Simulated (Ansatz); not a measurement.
**AlN: ab initio molecular dynamics**

The task, for AlN: run short molecular dynamics at set temperatures.

Program: Ansatz 0.2.0. Level of theory: DFT PBE, scalar-relativistic, plane waves, PAW. These are calculated values, not measurements.

## Step 1: The structure to begin with

The structure is hexagonal, space group P6_3mc (No. 186). The conventional cell has a = 3.111 Å, b = 3.111 Å, c = 4.978 Å, α = 90.00°, β = 90.00°, γ = 120.00°. Around Al (site symmetry 3m) lie 4 N at 1.89 to 1.92 Å. N (site symmetry 3m) has 4 Al at 1.89 to 1.92 Å as nearest neighbours.

As a file:

```cif
data_structure
_symmetry_space_group_name_H-M 'P 1'
_symmetry_Int_Tables_number 1
_cell_length_a 5.8702
_cell_length_b 5.8702
_cell_length_c 6.2220
_cell_angle_alpha 105.366
_cell_angle_beta 105.366
_cell_angle_gamma 115.993
_cell_volume 166.90
loop_
_atom_site_label
_atom_site_type_symbol
_atom_site_fract_x
_atom_site_fract_y
_atom_site_fract_z
_atom_site_occupancy
Al1 Al 0.16667 0.16667 0.33333 1
Al2 Al 0.16667 0.16667 0.83333 1
Al3 Al 0.66667 0.66667 0.33333 1
Al4 Al 0.66667 0.66667 0.83333 1
Al5 Al 0.08333 0.58333 0.66667 1
Al6 Al 0.08333 0.58333 0.16667 1
Al7 Al 0.58333 0.08333 0.66667 1
Al8 Al 0.58333 0.08333 0.16667 1
N1 N 0.97417 0.35917 0.33333 1
N2 N 0.97417 0.35917 0.83333 1
N3 N 0.47417 0.85917 0.33333 1
N4 N 0.47417 0.85917 0.83333 1
N5 N 0.89083 0.77583 0.66667 1
N6 N 0.89083 0.77583 0.16667 1
N7 N 0.39083 0.27583 0.66667 1
N8 N 0.39083 0.27583 0.16667 1
```

The cell is taken as given, not relaxed at this level.

## Step 2: The perfect supercell on the trajectory's mesh

Input file input.yaml:

```yaml
crystal:
  lattice:
    - [1.5555010758, 2.6942068945, -4.978]
    - [1.5555010758, 2.6942068945, 4.978]
    - [3.1110021516, -5.388413789, 0.0]
  atoms:
    - { symbol: Al, position: [0.1666666667, 0.1666666667, 0.3333333333] }
    - { symbol: Al, position: [0.1666666667, 0.1666666667, 0.8333333333] }
    - { symbol: Al, position: [0.6666666667, 0.6666666667, 0.3333333333] }
    - { symbol: Al, position: [0.6666666667, 0.6666666667, 0.8333333333] }
    - { symbol: Al, position: [0.0833333333, 0.5833333333, 0.6666666667] }
    - { symbol: Al, position: [0.0833333333, 0.5833333333, 0.1666666667] }
    - { symbol: Al, position: [0.5833333333, 0.0833333333, 0.6666666667] }
    - { symbol: Al, position: [0.5833333333, 0.0833333333, 0.1666666667] }
    - { symbol: "N", position: [0.9741666667, 0.3591666667, 0.3333333333] }
    - { symbol: "N", position: [0.9741666667, 0.3591666667, 0.8333333333] }
    - { symbol: "N", position: [0.4741666667, 0.8591666667, 0.3333333333] }
    - { symbol: "N", position: [0.4741666667, 0.8591666667, 0.8333333333] }
    - { symbol: "N", position: [0.8908333333, 0.7758333333, 0.6666666667] }
    - { symbol: "N", position: [0.8908333333, 0.7758333333, 0.1666666667] }
    - { symbol: "N", position: [0.3908333333, 0.2758333333, 0.6666666667] }
    - { symbol: "N", position: [0.3908333333, 0.2758333333, 0.1666666667] }
  symmetry: { detect: false }
basis:
  ecutwfc: 420
kpoints:
  mp_grid: { grid: [2, 2, 2], shift: [0.5, 0.5, 0.5] }
hamiltonian:
  xc: pbe
scf:
  occupations: { method: gaussian, width: 0.1 }
output:
  forces: true
  stress: true
  eigenvalues: true
```

Command:

```sh
$ ansatz run input.yaml --threads 4 --pin off --max-ram 5120MiB --backend cpu --events-out ev --progress --plain --runs-dir out
```

Output, shortened:

```text
Warning: RAYON_NUM_THREADS=4 ignored (pool sized by the plan → 4); use --threads N
[...]
Pseudopotentials: kind: paw
Pseudopotential: Al, paw, valence charge 3, recommended cutoff 420 eV (normal), Al.paw.azcp
Pseudopotential: N, paw, valence charge 5, recommended cutoff 420 eV (normal), N.paw.azcp
Functional definition: PBE
[...]
Crystal: 16 atoms, lattice volume = 166.896 Å³
Basis set: ecut = 420 eV, 3269 PW (Γ), exchange–correlation on 80×80×90 points (8 copies of the dense FFT grid, shifted against one another)
Bands: 48, of which v1, the nominal top of the filled ones, is band 32 counted from 1 (31 counted from 0)
Symmetry: 1 space group operations
k-points: 4 of 8 (time reversal used)
[...]
SCF iter   1: F=—  HF=-7394.019985 eV  |F-HF|=—  |Δ(HF+E_count)|=         —  Δρ=1.11e-3  dr2=1.32e-3  ethr=1.77e-3  ⟨swp⟩=7.0  Hψ=938  notcnv=0  defer=2
[...]
SCF iter   6: F=-7394.020421 eV  HF=-7394.020421 eV  |F-HF|=2.40e-9  |Δ(HF+E_count)|=   4.32e-8  Δρ=2.68e-6  dr2=8.73e-9  ethr=1.56e-10  ⟨swp⟩=5.8  Hψ=573  notcnv=0
[...]
SCF converged after 6 iterations
Free energy (F): -7394.020421 eV
[...]
E sigma→0 (E₀):  -7394.020421 eV
Fermi energy:    9.657875 eV
[...]
--- Forces (eV/Å), atoms counted from 1 ---
  atom   1  Al    -0.01642279     0.00946276     0.18044244
  atom   2  Al    -0.01641921     0.00944059     0.18042144
  atom   3  Al    -0.01639313     0.00945875     0.18042012
  atom   4  Al    -0.01639296     0.00947453     0.18043020
  atom   5  Al     0.01640431    -0.00944182     0.18044274
  atom   6  Al     0.01640835    -0.00947821     0.18044131
  atom   7  Al     0.01640680    -0.00947423     0.18043099
  atom   8  Al     0.01641109    -0.00944153     0.18043064
[...]
--- Stress (GPa, compression-positive) ---
        4.438325       0.319114       0.000002
        0.319111       4.806856       0.000001
        0.000002       0.000001       3.064342
  P = ⅓ Tr σ = 4.1032 GPa (41.032 kbar)
--- Band table (eV) ---
[...]
```

It took 0.54 s on 4 threads of an x86-64 CPU, shared host; peak memory 0.48 GiB.

## Step 3: Dynamics at 450 K

30 steps of 8 fs with a Nosé–Hoover thermostat, velocities drawn for 450 K, at 1.01 times the reference volume.

input.yaml: that of step 2 with these lines changed.

```diff
@@ -2,5 +2,5 @@
   lattice:
-    - [1.5555010758, 2.6942068945, -4.978]
-    - [1.5555010758, 2.6942068945, 4.978]
-    - [3.1110021516, -5.388413789, 0.0]
+    - [1.5606688914, 2.7031578137, -4.9945383275]
+    - [1.5606688914, 2.7031578137, 4.9945383275]
+    - [3.1213377828, -5.4063156275, 0.0]
   atoms:
@@ -22,3 +22,2 @@
     - { symbol: "N", position: [0.3908333333, 0.2758333333, 0.1666666667] }
-  symmetry: { detect: false }
 basis:
@@ -30,3 +29,5 @@
 scf:
-  occupations: { method: gaussian, width: 0.1 }
+  occupations: { method: fermi_dirac, width: 0.0388 }
+  lower_state_search: "off"
+  convergence: { dr2_threshold: 1.0e-07 }
 output:
@@ -34,2 +35,8 @@
   stress: true
-  eigenvalues: true
+md:
+  timestep: 8.0
+  n_steps: 30
+  ensemble: nvt_nose_hoover
+  temperature: 450.0
+  initial_velocities: maxwell_boltzmann
+  seed: 75121
```

Command:

```sh
$ ansatz run input.yaml --threads 4 --pin off --max-ram 5120MiB --backend cpu --events-out ev --progress --plain --runs-dir out
```

Output, shortened:

```text
Warning: md: disabling space-group detection — thermal motion breaks the input geometry's symmetry, so no spatial operation reduces the k-mesh or symmetrises the density; time reversal is kept, so that k and −k are solved as one point where they differ and the mesh holds both, and exact [...]
Warning: output.stress: scf.convergence.dr2_threshold = 1e-7 eV (the SCF's general default) is looser than the 1.6e-9 eV advised for a printed stress (1e-10 eV for each atom of the cell: 16). What an SCF threshold leaves in a stress goes as its square root, and in the free energy as the [...]
Warning: RAYON_NUM_THREADS=4 ignored (pool sized by the plan → 4); use --threads N
[...]
[... 4 set-up lines as earlier in the session ...]
[...]
Crystal: 16 atoms, lattice volume = 168.565 Å³
Basis set: ecut = 420 eV, 3325 PW (Γ), exchange–correlation on 80×80×90 points (8 copies of the dense FFT grid, shifted against one another)
[...]
md step    30: t =   240.00 fs  T =   356.6 K  F+E_penalty+E_count = -7393.11294661 eV  E_kin = 0.691493 eV  conserved = -7393.02394440 eV  P_inst = 4.0922 GPa  (8 SCF iters)
SCF converged after 8 iterations
Free energy (F): -7393.112947 eV
[...]
E sigma→0 (E₀):  -7393.112947 eV
Fermi energy:    9.398411 eV
[...]
--- Forces (eV/Å), atoms counted from 1 ---
  atom   1  Al    -0.06790243    -1.45753697    -1.21818571
  atom   2  Al    -1.94661900     0.13279726    -0.45313823
  atom   3  Al     0.65604433    -0.73068109    -1.29524798
  atom   4  Al     0.83492847    -1.17899009     1.08526882
  atom   5  Al    -0.39148649     1.65566141     0.11685314
  atom   6  Al    -0.20836618     0.78210810     1.50738656
  atom   7  Al     1.26268727    -1.37835011    -0.35682063
  atom   8  Al    -0.56119973     1.66583854    -1.13757192
[...]
--- Stress (GPa, compression-positive) ---
       -1.702025       0.634573       0.092848
        0.634545       6.925824       0.093629
        0.092850       0.093658       5.650676
  P = ⅓ Tr σ = 3.6248 GPa (36.248 kbar)
--- MD trajectory: 30 steps, t = 0.0 → 240.0 fs ---
  final state: T = 356.6 K   F+E_penalty+E_count = -7393.11294661 eV   E_kin = 0.691493 eV
  conserved energy: peak-to-peak 2.366e-1 eV (1.479e-2 eV/atom) over 240.0 fs
```

Run time: 15 s. Hardware: 4 threads of an x86-64 CPU, shared host; peak memory 0.5 GiB.

## Step 4: Along the run

Step by step (energy changes from step 0; pressure with its kinetic part):

```
time (fs)  T (K)  potential (meV/atom)  conserved (meV/atom)  pressure (GPa)
      0.0    450                   0.0                  0.00             2.7
      8.0    228                  34.4                  7.44             3.3
     16.0     96                  52.1                  9.03             3.4
     24.0    264                  26.7                  3.64             2.7
     32.0    237                  31.4                  4.37             3.1
     40.0    128                  51.2                 10.33             3.6
     48.0    302                  22.8                  2.16             2.7
     56.0    270                  32.8                  6.70             3.2
     64.0    224                  41.1                  7.94             3.7
     72.0    325                  27.4                  4.78             3.2
     80.0    269                  37.4                  6.08             3.0
     88.0    201                  50.6                  9.59             3.4
     96.0    336                  30.5                  4.06             2.9
    104.0    261                  44.9                  7.48             3.3
    112.0    198                  56.6                 10.31             3.7
    120.0    375                  31.7                  5.34             3.1
    128.0    353                  37.3                  6.60             3.4
    136.0    217                  59.8                 11.36             4.1
    144.0    338                  40.5                  5.62             3.3
    152.0    338                  43.4                  7.15             3.1
    160.0    250                  60.1                 12.07             3.7
    168.0    452                  31.0                  6.27             3.4
    176.0    456                  30.4                  4.62             3.1
    184.0    142                  79.6                 14.79             3.8
    192.0    268                  58.8                  8.51             3.3
    200.0    472                  31.4                  4.37             3.0
    208.0    270                  64.9                 11.84             4.0
    216.0    288                  63.3                 11.32             4.0
    224.0    539                  28.5                  5.13             3.3
    232.0    419                  50.3                 10.45             4.1
    240.0    357                  58.7                  9.74             4.1
```

Frames as positions (Å) and forces (eV/Å):

```xyz
16
Lattice="1.561 2.703 -4.995 1.561 2.703 4.995 3.121 -5.406 0.000" Properties=species:S:1:pos:R:3:forces:R:3 pbc="T T T" time_fs=160.0 T_K=250
Al    1.477   -0.948    0.007    0.944    1.000    0.413
Al    3.100   -3.579   -0.033    2.012    0.059    1.603
Al    3.174    1.767   -0.016   -1.053    0.306    0.539
Al    4.669   -0.921   -0.012   -0.499    1.657    0.220
Al    3.170   -1.745    2.518    0.507   -1.672   -0.737
Al    1.526    0.873    2.528    0.355    0.115   -1.305
Al    3.139   -1.826   -2.439   -0.508    1.674   -0.445
Al    1.557    0.932   -2.566    0.516   -1.374    1.682
N     3.182    1.693   -3.040   -1.321    1.757   -0.691
N     4.670   -0.938   -3.079    0.123    0.844    0.184
N     3.082    1.801    1.912    0.613   -0.286    0.153
N     4.738   -0.834    1.882   -0.732   -0.747    0.137
N     4.765    0.993   -0.627   -1.429   -1.521    0.236
N     3.032    3.652   -0.601    1.312   -1.588    0.307
N     3.099   -1.745   -0.521   -0.128   -0.877   -0.792
N     1.597    0.860   -0.495   -0.713    0.652   -1.504
16
Lattice="1.561 2.703 -4.995 1.561 2.703 4.995 3.121 -5.406 0.000" Properties=species:S:1:pos:R:3:forces:R:3 pbc="T T T" time_fs=240.0 T_K=357
Al    1.548   -0.813    0.043   -0.068   -1.458   -1.218
Al    3.218   -3.625   -0.001   -1.947    0.133   -0.453
Al    3.152    1.839    0.070    0.656   -0.731   -1.295
Al    4.629   -0.938   -0.037    0.835   -1.179    1.085
Al    3.131   -1.889    2.528   -0.391    1.656    0.117
Al    1.563    0.917    2.446   -0.208    0.782    1.507
Al    3.029   -1.782   -2.474    1.263   -1.378   -0.357
Al    1.598    0.903   -2.480   -0.561    1.666   -1.138
N     3.097    1.921   -3.126    0.484   -2.144    0.703
N     4.636   -0.904   -3.103    0.256   -0.657    0.025
N     3.133    1.876    1.937   -0.680   -0.840   -0.537
N     4.643   -0.952    1.943    0.267    0.521   -0.423
N     4.704    0.784   -0.540   -0.047    2.008   -0.513
N     3.182    3.546   -0.620   -0.746    1.325    0.187
N     3.053   -1.825   -0.599    0.502    0.128    0.319
N     1.610    0.923   -0.668    0.386    0.169    1.989
```

Pair distribution functions g(r) over the second half, up to half the cell's height:

```
r (Å)  Al-N
 1.65   0.0
 1.75   0.6
 1.85   9.0
 1.95   8.4
 2.05   0.6
 2.15   0.0
 2.25   0.0
```

## Step 5: A check of the last frame with more k-points

Input file input.yaml:

```yaml
crystal:
  lattice:
    - [1.5606688914, 2.7031578137, -4.9945383275]
    - [1.5606688914, 2.7031578137, 4.9945383275]
    - [3.1213377828, -5.4063156275, 0.0]
  atoms:
    - { symbol: Al, position: [0.1684182905, 0.1770583776, 0.3231144277] }
    - { symbol: Al, position: [0.1802444048, 0.1800566104, 0.8506714462] }
    - { symbol: Al, position: [0.6680941152, 0.6820113401, 0.3349234611] }
    - { symbol: Al, position: [0.6584442007, 0.6509921661, 0.8281580132] }
    - { symbol: Al, position: [0.0738515297, 0.5799626693, 0.6763417164] }
    - { symbol: Al, position: [0.0903590988, 0.5801881508, 0.1655865739] }
    - { symbol: Al, position: [0.5680314494, 0.0726721282, 0.6499390883] }
    - { symbol: Al, position: [0.5877541432, 0.0911123115, 0.1724925318] }
    - { symbol: "N", position: [0.9867006754, 0.3607480633, 0.3183597402] }
    - { symbol: "N", position: [0.9696524411, 0.3483149383, 0.8261223702] }
    - { symbol: "N", position: [0.4815095213, 0.8692811192, 0.3283256628] }
    - { symbol: "N", position: [0.4612900483, 0.8502743206, 0.8317996745] }
    - { symbol: "N", position: [0.8800413304, 0.7719742137, 0.6809525376] }
    - { symbol: "N", position: [0.8997011125, 0.7756419673, 0.1817509966] }
    - { symbol: "N", position: [0.3801943366, 0.2603334811, 0.6577837028] }
    - { symbol: "N", position: [0.4101620556, 0.2763602962, 0.1725412597] }
basis:
  ecutwfc: 420
kpoints:
  mp_grid: { grid: [6, 6, 6] }
hamiltonian:
  xc: pbe
scf:
  occupations: { method: fermi_dirac, width: 0.0388 }
output:
  forces: true
  stress: true
  eigenvalues: true
  populations: true
```

Command:

```sh
$ ansatz run input.yaml --threads 4 --pin off --max-ram 5120MiB --backend cpu --events-out ev --progress --plain --runs-dir out
```

Output, shortened:

```text
Warning: RAYON_NUM_THREADS=4 ignored (pool sized by the plan → 4); use --threads N
[...]
[... 4 set-up lines as earlier in the session ...]
[...]
Crystal: 16 atoms, lattice volume = 168.565 Å³
Basis set: ecut = 420 eV, 3325 PW (Γ), exchange–correlation on 80×80×90 points (8 copies of the dense FFT grid, shifted against one another)
Bands: 48, of which v1, the nominal top of the filled ones, is band 32 counted from 1 (31 counted from 0)
[... 1 set-up line as earlier in the session ...]
Space group: P1 (ITA 1), of the structure as read, at distance tolerance 5.5e-5 Å
k-points: 112 of 216 (time reversal used)
[...]
  atom   4  Al     0.85030905    -1.18673915     1.08611929
  atom   5  Al    -0.40331232     1.66346193     0.11862116
  atom   6  Al    -0.22628418     0.78746056     1.51040693
  atom   7  Al     1.24921508    -1.36582522    -0.35704724
  atom   8  Al    -0.58038258     1.67135187    -1.13185525
[...]
--- Stress (GPa, compression-positive) ---
       -1.431975       0.329098       0.092425
        0.329071       6.785777       0.095175
        0.092428       0.095204       5.378910
  P = ⅓ Tr σ = 3.5776 GPa (35.776 kbar)
--- Band table (eV; the first three rows and the last of 112) ---
[...]
--- Löwdin populations: 16 sites ---
  site symbol       q [e]
     0     Al      1.9015
     1     Al      1.9047
     2     Al      1.9049
     3     Al      1.9365
     4     Al      1.9204
     5     Al      1.8995
     6     Al      1.8955
     7     Al      1.8826
     8      N      6.0380
     9      N      6.0300
    10      N      6.0579
    11      N      6.0082
    12      N      6.0187
    13      N      6.0123
    14      N      6.0279
    15      N      6.0455
  spilling = 0.008059 (of n_electrons = 64.000000)
```

It took 12 s on 4 threads of an x86-64 CPU, shared host; peak memory 0.96 GiB.

Per atom:

```
atom  Löwdin electrons
 Al1              1.90
 Al2              1.90
 Al3              1.90
 Al4              1.94
 Al5              1.92
 Al6              1.90
 Al7              1.90
 Al8              1.88
  N9              6.04
 N10              6.03
 N11              6.06
 N12              6.01
 N13              6.02
 N14              6.01
 N15              6.03
 N16              6.05
```

The Löwdin counts miss 0.52 of the 64 electrons, which the atomic orbitals do not span, so they are no charges.

Against the trajectory's mesh the free energy moves by +3.3 meV/atom and the forces by up to 0.051 eV/Å.

## Step 6: Outcome

| quantity | value |
| --- | --- |
| mean temperature, second half (450 K run) | 346 K, spread 102 K |
| mean pressure, second half (450 K run) | 3.5 GPa |
| mean potential energy above the perfect cell (450 K run) | 46 meV/atom |
| mean square move, first to last frame (450 K run) | Al 0.01, N 0.01 Å² |
| largest change of the conserved energy (450 K run) | 14.79 meV/atom |

In words: Over the second half of the 450 K run the temperature averages 346 K, with a standard deviation of 102 K. The conserved energy moves by 14.79 meV/atom, 25.4 % of the kinetic energy at the starting temperature, which is large and points to too long a time step. Among the stored frames no atom gets farther than 0.2 Å from its first place (drift of the whole removed), against a shortest distance of 1.89 Å, so within this short run the atoms stay near their sites. The time step is far too long for these atoms, so these means are no properties of the system. The coarse mesh of the trajectory leaves force errors of up to 0.05 eV/Å.
